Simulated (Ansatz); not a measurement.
Consider the homolysis of the C–F bond: `FC(F)F` → `F[CH]F`• + F•.

Program: Ansatz. Geometries: PBE0-D4/def2-TZVP. ΔE: electronic, gas phase. CBS: MP2 limit from def2 TZ/QZ plus the TZ coupled-cluster correction, frozen cores. This one scheme is used for every species, atoms too. Functionals use def2-TZVPP. B3LYP here is the variant with VWN-RPA as its local correlation; programs differ in this. Open shells (•) are unrestricted, without spin–orbit coupling. Spin–orbit coupling would lower the free atoms: a little for F.

`FC(F)F`:

Z-matrix (Å, degrees):
```
C
F 1 1.331
F 1 1.331 2 108.5
F 1 1.331 2 108.5 3 -117.7
H 1 1.093 2 110.4 3 121.1
```

`F[CH]F`•:

```xyz
4

F    -0.096   -0.584   -1.096
C    -0.179    0.181   -0.022
F    -0.321   -0.543    1.073
H     0.596    0.946    0.044
```

CCSD(T)/CBS gives +547.0 kJ/mol.

(1) Another level gave +533.4 kJ/mol. Which?
A. r2SCAN-D4/def2-TZVPP
B. LC-ωPBE/def2-TZVPP
C. B3LYP/def2-TZVPP
D. MP2/def2-TZVPP

(2) What do rigid-rotor, harmonic-oscillator terms from PBE0-D4/def2-TZVP frequencies (298.15 K, 1 bar) make of the CCSD(T)/CBS value? (Estimate.)

Largest T1 diagnostic among the species: 0.015.

Answers

(1) B. LC-ωPBE 533.4, MP2/def2-TZVPP 564.0, B3LYP 519.7, r2SCAN-D4 527.8 kJ/mol.

(2) Ansatz gave: ΔZPE = -16.2 kJ/mol, ΔH = +536.1 kJ/mol, ΔS = 157 J/(mol·K), ΔG = +489.3 kJ/mol. Open shells count their whole term as degenerate.

From PBE to PBE0 (25 % exact exchange), in def2-TZVPP and without D4, ΔE moves by −19.5 kJ/mol: exact exchange takes away binding that semilocal exchange gives to molecules. In def2-TZVPP, CCSD(T) changes the Hartree–Fock value by +167.3 kJ/mol (the triples alone add +11.8 kJ/mol) and MP2 by +197.9 kJ/mol; breaking electron pairs costs correlation energy, which Hartree–Fock lacks. Leaving LDA and LC-ωPBE aside and taking each functional with its dispersion term where it has one, the values, not all of them listed here, spread over 52.5 kJ/mol, from BHLYP-D4 to PBE-D4. LDA lies +104.7 kJ/mol from PBE without D4, its usual overbinding.

CCSD(T)/CBS has its own doubt, a few kJ/mol and more with outer-core shells, so smaller differences from it don't rank the levels.
